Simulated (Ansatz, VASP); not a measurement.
Given: the input of a run of VASP 6.6.1 on NaI.

Contents of INCAR:

```
SYSTEM = NaI
PREC     = Accurate       ! precision mode
ENCUT    = 520            ! plane-wave cutoff, eV
EDIFF    = 1E-7           ! SCF threshold, eV
ISMEAR   = -1             ! smearing method
SIGMA    = 0.05           ! smearing width, eV
LREAL    = .FALSE.        ! projectors in reciprocal space
LASPH    = .TRUE.         ! aspherical terms in the spheres
NELM     = 100            ! most SCF steps
ALGO     = Normal         ! electronic algorithm
ISIF     = 2              ! what is computed and relaxed
LWAVE    = .FALSE.        ! write WAVECAR
LCHARG   = .FALSE.        ! write CHGCAR
GGA      = PE             ! functional
NBANDS   = 14             ! bands
```

Contents of KPOINTS:

```
Automatic mesh
0
G
  7 7 7
  0 0 0
```

Contents of POSCAR:

```
NaI
1.0
    0.0000000000      3.2146785402      3.2146785402
    3.2146785402      0.0000000000      3.2146785402
    3.2146785402      3.2146785402      0.0000000000
I Na
1 1
Direct
    0.5000000000      0.5000000000      0.5000000000
    0.0000000000      0.0000000000      0.0000000000
```

Potentials or basis: VASP PAW PBE potentials, release 64 (I, Na_pv).

The run is started by

```bash
$ cat potpaw_PBE.64/I/POTCAR potpaw_PBE.64/Na_pv/POTCAR > POTCAR
$ mpirun -np 1 vasp_std > vasp.out
```

**Question.** Set up the same calculation for Ansatz 0.2.0. Potentials there: Ansatz PAW.

**Answer.** As run (the cutoff follows the program's own potentials):

input.yaml

```yaml
crystal:
  lattice:
    - [0.0, 3.2146785402, 3.2146785402]
    - [3.2146785402, 0.0, 3.2146785402]
    - [3.2146785402, 3.2146785402, 0.0]
  atoms:
    - { symbol: I, position: [0.5, 0.5, 0.5] }
    - { symbol: Na, position: [0.0, 0.0, 0.0] }
hamiltonian:
  xc: pbe
  pseudopotentials: { kind: paw }
kpoints:
  mp_grid: { grid: [7, 7, 7] }
scf:
  occupations: { method: fermi_dirac, width: 0.05 }
output:
  forces: true
  stress: true
  eigenvalues: true
```

Potentials or basis: Ansatz PAW.

Command:

```sh
$ ansatz run input.yaml --threads 1 --pin off --max-ram 3584MiB --backend cpu --events-out ev --progress --plain --runs-dir out
```

Both were run:

|  | VASP | Ansatz | Ansatz less VASP |
| --- | --- | --- | --- |
| gap on the k mesh at the Fermi level (eV) | 3.70 | 3.70 | +0.004 |
| least direct gap on the mesh (eV) | 3.70 | 3.70 | +0.004 |
| pressure (GPa) | 0.8 | 0.8 | -0.01 |

The two sets of potentials don't hold the same shells in valence.

Caveats: spin-orbit coupling is left out, which moves the levels of the heavy elements; odd divisions of the mesh miss points on the zone boundary, where band edges often lie, so the gap on the mesh can be too wide (Ansatz).
